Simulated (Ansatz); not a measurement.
# GaSb: how well frozen cores do

Does the method matter for GaSb? The same cell, functional and mesh are run with LAPW, all electrons, PAW on the default files and datasets made for this crystal.

Method: DFT PBE, scalar-relativistic, in Ansatz 0.2.0.

1 further run of the same task is left out (set aside as unsound or not needed).

## (1) Starting point

The structure is cubic, space group F-43m (No. 216). Conventional cell: a = 6.216 Å, b = 6.216 Å, c = 6.216 Å, α = 90.00°, β = 90.00°, γ = 90.00°. Ga (site symmetry -43m) has 4 Sb at 2.69 Å as nearest neighbours. Around Sb (site symmetry -43m) lie 4 Ga at 2.69 Å.

Coordinates:

```cif
data_structure
_symmetry_space_group_name_H-M 'P 1'
_symmetry_Int_Tables_number 1
_cell_length_a 4.3955
_cell_length_b 4.3955
_cell_length_c 4.3955
_cell_angle_alpha 60.000
_cell_angle_beta 60.000
_cell_angle_gamma 60.000
_cell_volume 60.05
loop_
_atom_site_label
_atom_site_type_symbol
_atom_site_fract_x
_atom_site_fract_y
_atom_site_fract_z
_atom_site_occupancy
Ga1 Ga 0.00000 0.00000 0.00000 1
Sb1 Sb 0.25000 0.25000 0.25000 1
```

The cell was relaxed by PAW from a hypothetical start (zincblende type); it needn't be the stable phase of this composition.

Atoms are numbered in the order of the input: Ga1, Sb2.

## (2) LAPW, all electrons

input.yaml

```yaml
crystal:
  lattice:
    - [0.0, 3.108058349, 3.108058349]
    - [3.108058349, 0.0, 3.108058349]
    - [3.108058349, 3.108058349, 0.0]
  atoms:
    - { symbol: Ga, position: [0.0, 0.0, 0.0] }
    - { symbol: Sb, position: [0.25, 0.25, 0.25] }
kpoints:
  mp_grid: { grid: [9, 9, 9] }
  band_path:
    path:
      - [0.0, 0.0, 0.0]
      - [-0.5, -0.5, 0.0]
      - [-0.375, -0.375, 0.25]
      - [-0.375, 0.0, 0.375]
      - [0.0, 0.0, 0.0]
      - [0.0, 0.0, 0.5]
      - [-0.5, -0.25, 0.25]
      - [-0.5, -0.5, 0.0]
    npoints: 8
scf:
  occupations: { method: fermi_dirac, width: 0.08 }
hamiltonian:
  xc: pbe
  pseudopotentials: { kind: all_electron, lapw: { basis_error: 0.001 } }
output:
  forces: true
  stress: true
  eigenvalues: true
  populations: true
  dos: { projected: true, de: 0.2, e_range: [-14, 8] }
```

Log:

```text
Ga: projections on atomic orbitals take those of the free atom 1s2 2s2 2p6 3s2 3p6 3d10 4s2 4p1, of charge +0.00 (hamiltonian.pseudopotentials.projection_atoms)
Sb: projections on atomic orbitals take those of the free atom 1s2 2s2 2p6 3s2 3p6 3d10 4s2 4p6 4d10 5s2 5p3, of charge +0.00 (hamiltonian.pseudopotentials.projection_atoms)
LAPW: plane waves up to 8.376 Å⁻¹, error target 1.0e-3 eV per atom; small_component_spin mean_spin; Ga in spheres of 1.321 Å, 21 of its electrons in bands, Dirac shells []; Sb in spheres of 1.371 Å, 23 of its electrons in bands, Dirac shells []
Engine: ansatz 0.2.0
Pseudopotentials: kind: all_electron
Pseudopotential: Ga, LAPW, valence charge 21, Koelling and Harmon's equation, gaussian nucleus
Pseudopotential: Sb, LAPW, valence charge 23, Koelling and Harmon's equation, gaussian nucleus
Functional definition: PBE
  parameter kappa = 0.804
  parameter beta = 0.06672455060314922
  exchange = pbe_x(kappa = kappa, mu = beta*pi^2/3)
  correlation = pbe_c(beta = beta)
Crystal: 2 atoms, lattice volume = 60.048 Å³
Basis set: ecut = 267.27244258965976 eV, 609 PW (Γ), exchange–correlation at level 2
Bands: 27, of which v1, the nominal top of the filled ones, is band 22 counted from 1 (21 counted from 0)
Symmetry: 24 space group operations
Space group: F-43m (ITA 216), of the structure as read, at distance tolerance 3.9e-5 Å
k-points: 35 of 729 (time reversal used)
Non-local potential: Ga, projectors of the file, none
Non-local potential: Sb, projectors of the file, none
Initial density: superposition of atomic densities (chi_scale 0.1, normalization cell, long waves kept (reshape's long-wave potential 0.00 eV rms))
Initial wavefunctions: plane waves of lowest kinetic energy (no species holds an atomic orbital)
Functional: x = pbe(κ = 0.804, μ = 0.2195149727645171), c = pbe(β = 0.06672455060314922)
iter 1 solved again at ethr=6.32e-4 eV; its pass at ethr=1.00e-1 eV (dr2=2.78e-1 eV) is discarded
SCF iter   1: F=—  HF=-229268.416319 eV  |F-HF|=—  |Δ(HF+E_count)|=         —  Δρ=1.98e-2  dr2=2.80e-1  ethr=6.32e-4  ⟨swp⟩=2.8  Hψ=6079  notcnv=0
preconditioner: auto → none  [insulator: Δε(μ)=0.417 eV  Ē_g=14.878 eV  σ=0.080 eV  W_gap=0.78  n_scr=14 (ndim 8)  ℏωp=20.3 eV  f_vac=0.145  D(μ)=0.04/eV (n_scr^D=0)  ε∞_Penn≈2.9]
SCF iter   2: F=—  HF=-229268.374031 eV  |F-HF|=—  |Δ(HF+E_count)|=   4.23e-2  Δρ=9.16e-3  dr2=5.79e-2  ethr=6.32e-4  ⟨swp⟩=2.0  Hψ=2762  notcnv=0  defer=1
SCF iter   3: F=—  HF=-229268.376391 eV  |F-HF|=—  |Δ(HF+E_count)|=   2.36e-3  Δρ=2.74e-3  dr2=5.84e-3  ethr=1.31e-4  ⟨swp⟩=2.0  Hψ=2723  notcnv=0
iter 4 solved again at ethr=1.45e-7 eV; its pass at ethr=1.33e-5 eV (dr2=6.39e-5 eV) is discarded
SCF iter   4: F=—  HF=-229268.367095 eV  |F-HF|=—  |Δ(HF+E_count)|=   9.30e-3  Δρ=3.93e-4  dr2=6.40e-5  ethr=1.45e-7  ⟨swp⟩=2.0  Hψ=4567  notcnv=0
SCF iter   5: F=—  HF=-229268.367220 eV  |F-HF|=—  |Δ(HF+E_count)|=         —  Δρ=1.13e-4  dr2=6.24e-6  ethr=1.45e-7  ⟨swp⟩=3.0  Hψ=2770  notcnv=0
the basis was enlarged: its passes take 122.8 KiB over the memory plan, 1 of 1 planned eigensolver slots
SCF iter   6: F=—  HF=-229268.367234 eV  |F-HF|=—  |Δ(HF+E_count)|=   1.34e-5  Δρ=2.10e-5  dr2=4.70e-7  ethr=1.42e-8  ⟨swp⟩=3.0  Hψ=2775  notcnv=0
SCF iter   7: F=-229268.367234 eV  HF=-229268.367234 eV  |F-HF|=8.25e-8  |Δ(HF+E_count)|=   2.58e-7  Δρ=7.40e-6  dr2=3.54e-8  ethr=1.07e-9  ⟨swp⟩=3.0  Hψ=2775  notcnv=0
SCF 1 converged in 7 iterations: F = -229268.367234 eV  dr2 = 3.54e-8
NSCF: frozen V_eff on 57 k-points
SCF converged after 7 iterations
Free energy (F): -229268.367234 eV
Harris-Foulkes:  -229268.367234 eV  (|F-HF|=8.25e-8)
Internal energy: -229268.365719 eV  (E = F + TS)
E sigma→0 (E₀):  -229268.366476 eV
Entropy (-TS):   -0.001515 eV (-0.758 meV/atom)
Fermi energy:    9.171275 eV
--- Per-component energies (eV) ---
  E_band       = -1798.425729
  E_kinetic    = 239811.219009
  E_xc         = -6703.078785
  E_electrostatic = -462376.505942  (all electrons and nuclei)
  E_smearing   = -0.001515  (= −TS)
  E_closure    = 0.000000  (closes the sum)
  E_atoms      = -229261.009040  (free atoms, spherical and without spin; not in F)
  Σ components = -229268.367234   (vs F -229268.367234, Δ=0.00e0)
  Basis errors (estimates in eV, not in F): energy 4.4e-4 per atom: plane waves 3.9e-4 (2.3e-4 summed), levels above the bands 1.3e-39, relativity 3.2e-8, radial functions 4.2e-5, core shells 2.8e-8; eigenvalues (radial functions only) 8.2e-7; not estimated: angular momenta, meshes, grids; target (lapw.basis_error) 1.0e-3; muffin-tin radii Ga 1.321 Å, Sb 1.371 Å
--- Forces (eV/Å), atoms counted from 1 ---
  atom   1  Ga    -0.00000000     0.00000000     0.00000000
  atom   2  Sb     0.00000000    -0.00000000     0.00000000
  max |Σ_I F_I| component: 1.04e-17 eV/Å
--- Stress (GPa, compression-positive) ---
       -0.030396       0.000000      -0.000000
        0.000000      -0.030396       0.000000
       -0.000000       0.000000      -0.030396
  P = ⅓ Tr σ = -0.0304 GPa (-0.304 kbar)
--- Band table (eV; the first three rows and the last of 35) ---
  k-point 0: bands = ["-134.8284", "-134.7158", "-87.7967", "-87.7967", "-87.7967", "-85.4457", "-85.4457", "-85.4457", "-19.6187", "-19.6187", "-19.6187", "-19.6030", "-19.6030", "-5.8318", "-5.8318", "-5.8318", "-5.7897", "-5.7897", "-2.0776", "8.7838", "9.0773", "9.0773", "9.0773", "11.8765", "11.8765", "11.8765", "14.8448"]
  k-point 1: bands = ["-134.8284", "-134.7158", "-87.7967", "-87.7967", "-87.7967", "-85.4457", "-85.4457", "-85.4457", "-19.6186", "-19.6184", "-19.6184", "-19.6029", "-19.6029", "-5.8345", "-5.8305", "-5.8305", "-5.7898", "-5.7898", "-1.9583", "7.2453", "8.8878", "8.8878", "9.9125", "12.1413", "12.1413", "12.3000", "15.4985"]
  k-point 2: bands = ["-134.8284", "-134.7158", "-87.7967", "-87.7967", "-87.7967", "-85.4457", "-85.4457", "-85.4457", "-19.6185", "-19.6177", "-19.6177", "-19.6027", "-19.6027", "-5.8415", "-5.8274", "-5.8274", "-5.7901", "-5.7901", "-1.6152", "5.5319", "8.5171", "8.5171", "9.8466", "12.6128", "12.6128", "13.6692", "16.2880"]
  k-point 34: bands = ["-134.8284", "-134.7158", "-87.7967", "-87.7967", "-87.7967", "-85.4457", "-85.4457", "-85.4457", "-19.6184", "-19.6166", "-19.6141", "-19.6033", "-19.6014", "-5.8645", "-5.8166", "-5.8126", "-5.7945", "-5.7898", "0.1322", "2.6956", "5.8679", "6.4089", "12.3193", "12.8983", "13.4224", "14.7610", "17.8709"]
--- Löwdin populations: 2 sites ---
  site symbol       q [e]
     0     Ga     31.2251
     1     Sb     50.7350
  spilling = 0.000486 (of n_electrons = 82.000000)
```

Run time: 29 s. Hardware: 1 thread, shared host.

This run gives: pressure -0.03 GPa; no gap.

Levels at the path's labelled points, in eV from the Fermi level:

```
point  band 19  band 20  band 21  band 22  band 23  band 24  band 25
    Γ   -11.25    -0.39    -0.09    -0.09    -0.09     2.71     2.71
    X    -8.99    -6.68    -2.50    -2.50     0.87     1.25     8.31
    U    -9.05    -6.52    -3.47    -2.14     1.36     3.72     6.32
    K    -9.05    -6.52    -3.47    -2.14     1.36     3.72     6.32
    Γ   -11.25    -0.39    -0.09    -0.09    -0.09     2.71     2.71
    L    -9.74    -6.22    -1.17    -1.17     0.22     3.67     3.67
    W    -8.95    -6.56    -3.22    -3.01     3.42     4.21     4.22
    X    -8.99    -6.68    -2.50    -2.50     0.87     1.25     8.31
```

States per cell in windows of 1 eV (zero at the Fermi level; grid of 0.20 eV, so sharp peaks spill over the borders):

```
from  to  total  Sb 5p  Ga 4p  Ga 4s  Sb 5s
 -10  -9   1.34   0.05   0.28   0.17   0.83
  -9  -8   0.16   0.00   0.04   0.00   0.11
  -8  -7   0.00   0.00   0.00   0.00   0.00
  -7  -6   0.76   0.29   0.04   0.38   0.04
  -6  -5   0.75   0.29   0.08   0.30   0.08
  -5  -4   0.28   0.11   0.03   0.10   0.05
  -4  -3   0.64   0.34   0.21   0.05   0.03
  -3  -2   1.59   0.91   0.58   0.05   0.03
  -2  -1   1.57   0.98   0.54   0.03   0.01
  -1   0   0.41   0.28   0.12   0.00   0.00
   0   1   0.08   0.02   0.02   0.02   0.01
   1   2   1.42   0.52   0.32   0.35   0.13
   2   3   1.00   0.27   0.37   0.15   0.11
   3   4   1.58   0.37   0.85   0.06   0.09
   4   5   1.51   0.40   0.68   0.04   0.04
```

## (3) PAW on the default files

input.yaml: that of step 2 with these lines changed.

```diff
@@ -25,3 +25,3 @@
   xc: pbe
-  pseudopotentials: { kind: all_electron, lapw: { basis_error: 0.001 } }
+  pseudopotentials: { kind: paw }
 output:
@@ -30,3 +30,5 @@
   eigenvalues: true
+  efg: { contact_densities: true }
   populations: true
+  bader: true
   dos: { projected: true, de: 0.2, e_range: [-14, 8] }
```

Log, cut to the lines that bear on the results:

```text
Sb: output.efg is read without spin–orbit coupling, which moves field gradients at and beside such atoms by some per cent and up to a factor of two; PAW files take it under magnetization.noncollinear and magnetization.spin_orbit
[...]
Pseudopotentials: kind: paw
Pseudopotential: Ga, paw, valence charge 13, recommended cutoff 420 eV (normal)
Pseudopotential: Sb, paw, valence charge 15, recommended cutoff 420 eV (normal)
[... 1 set-up line as earlier in the session ...]
[...]
Crystal: 2 atoms, lattice volume = 60.048 Å³
Basis set: ecut = 420 eV, 1211 PW (Γ), exchange–correlation on 60×60×60 points (8 copies of the dense FFT grid, shifted against one another)
Bands: 18, of which v1, the nominal top of the filled ones, is band 14 counted from 1 (13 counted from 0)
[... 2 set-up lines as earlier in the session ...]
[...]
--- PAW observables at the nuclei: V_zz in 10²¹ V/m², potentials from the cell's mean, atoms counted from 1 ---
  atom   1  Ga V_zz =    -0.000000   η = 0.0000   by run symmetry: forbidden
            electrostatic potential = -4130.270951 V   contact ρ = 187425.007250 e/Å³
  atom   2  Sb V_zz =    +0.000000   η = 0.0000   by run symmetry: forbidden
            electrostatic potential = -8406.775673 V   contact ρ = 1350070.727233 e/Å³
--- Band table (eV; the first three rows and the last of 35) ---
  k-point 0: bands = ["-21.5890", "-21.5890", "-21.5890", "-21.5733", "-21.5733", "-7.8115", "-7.8115", "-7.8115", "-7.7691", "-7.7691", "-4.0530", "6.8047", "7.1028", "7.1028", "7.1028", "9.9010", "9.9010", "9.9010"]
[...]
--- Löwdin populations: 2 sites ---
  site symbol       q [e]
     0     Ga     13.2856
     1     Sb     14.6738
  spilling = 0.001447 (of n_electrons = 28.000000)
--- Bader charges: 2 sites ---
  site symbol  charge [e]  shift [e]
     0     Ga      0.3227     0.0005
     1     Sb     -0.3227     0.0005
  estimated error of the sums over rays = 4.7e-4 e
```

It took 26 s on 1 thread, shared host.

In short: pressure -0.04 GPa; no gap.

```
atom  Bader charge (e)  basin volume (Å³)
 Ga1             +0.32              22.23
 Sb2             -0.32              37.81
```

## (4) Datasets made for this crystal

input.yaml: that of step 3 with these lines changed.

```diff
@@ -25,3 +25,3 @@
   xc: pbe
-  pseudopotentials: { kind: paw }
+  pseudopotentials: { kind: all_electron, datasets: crystal }
 output:
@@ -31,4 +31 @@
   efg: { contact_densities: true }
-  populations: true
-  bader: true
-  dos: { projected: true, de: 0.2, e_range: [-14, 8] }
```

Log, cut to the lines that bear on the results:

```text
[...]
Sb: output.efg is read without spin–orbit coupling, which moves field gradients at and beside such atoms by some per cent and up to a factor of two; PAW files take it under magnetization.noncollinear and magnetization.spin_orbit
[...]
[... 1 set-up line as earlier in the session ...]
Pseudopotential: Ga, paw, valence charge 13, recommended cutoff 220 eV (normal), Koelling and Harmon's equation, gaussian nucleus
Pseudopotential: Sb, paw, valence charge 15, recommended cutoff 220 eV (normal), Koelling and Harmon's equation, gaussian nucleus
[... 1 set-up line as earlier in the session ...]
[...]
Crystal: 2 atoms, lattice volume = 60.048 Å³
Basis set: ecut = 220 eV, 459 PW (Γ), exchange–correlation on 48×48×48 points (8 copies of the dense FFT grid, shifted against one another)
Bands: 13, of which v1, the nominal top of the filled ones, is band 9 counted from 1 (8 counted from 0)
[... 1 set-up line as earlier in the session ...]
[...]
  atom   1  Ga     0.00000000     0.00000000     0.00000000
  atom   2  Sb    -0.00000000     0.00000000     0.00000000
[...]
--- Stress (GPa, compression-positive) ---
       -0.032563      -0.000000       0.000000
        0.000000      -0.032563       0.000000
       -0.000000       0.000000      -0.032563
  P = ⅓ Tr σ = -0.0326 GPa (-0.326 kbar)
  It holds what live shells' own plane waves past their cutoff add
--- PAW observables at the nuclei: V_zz in 10²¹ V/m², potentials from the cell's mean, atoms counted from 1 ---
  atom   1  Ga V_zz =    -0.000000   η = 0.0000   by run symmetry: forbidden
            electrostatic potential = -4130.257836 V   contact ρ = 187494.726842 e/Å³
  atom   2  Sb V_zz =    -0.000000   η = 0.0000   by run symmetry: forbidden
            electrostatic potential = -8406.725597 V   contact ρ = 1349955.761297 e/Å³
--- Band table (eV; the first three rows and the last of 35) ---
  k-point 0: bands = ["-5.8318", "-5.8318", "-5.8318", "-5.7896", "-5.7896", "-2.0775", "8.7840", "9.0773", "9.0773", "9.0773", "11.8766"]
[...]
```

It took 21 s on 1 thread, shared host.

In short: pressure -0.03 GPa; no gap.

```
atom  contact density (e/Å³)
 Ga1                187494.7
 Sb2                 1349956
```

## (5) The methods compared

| method | pressure (GPa) | SCF cycles, all passes |
| --- | --- | --- |
| LAPW | -0.03 | 7 |
| PAW | -0.04 | 6 |
| crystal datasets | -0.03 | 9 |

## (6) Results

| quantity | value |
| --- | --- |
| pressure | LAPW -0.03, PAW -0.04, crystal datasets -0.03 GPa |
| gap (LAPW) | none |
| Bader charges (PAW) | Ga1 +0.32, Sb2 -0.32 e |

In words: The pressure is within half a GPa of zero, so the volume is close to equilibrium at this level. There is no gap at this level: the crystal is a metal or semimetal here, or the functional closes a real gap. Spin-orbit coupling is left out of this run, though the cell holds Sb; it can open or close small gaps. Sb 5p carries the largest share, 76 %, of the projected states within 0.3 eV of the Fermi level. The projection holds only the free atom's occupied shells (Ga 4s, Ga 4p, Sb 5s, Sb 5p in this range). In pressure, PAW differs from LAPW by less than 0.01 GPa. The compound is known to have a gap; a metallic result here is the functional's error, not the solid's nature.
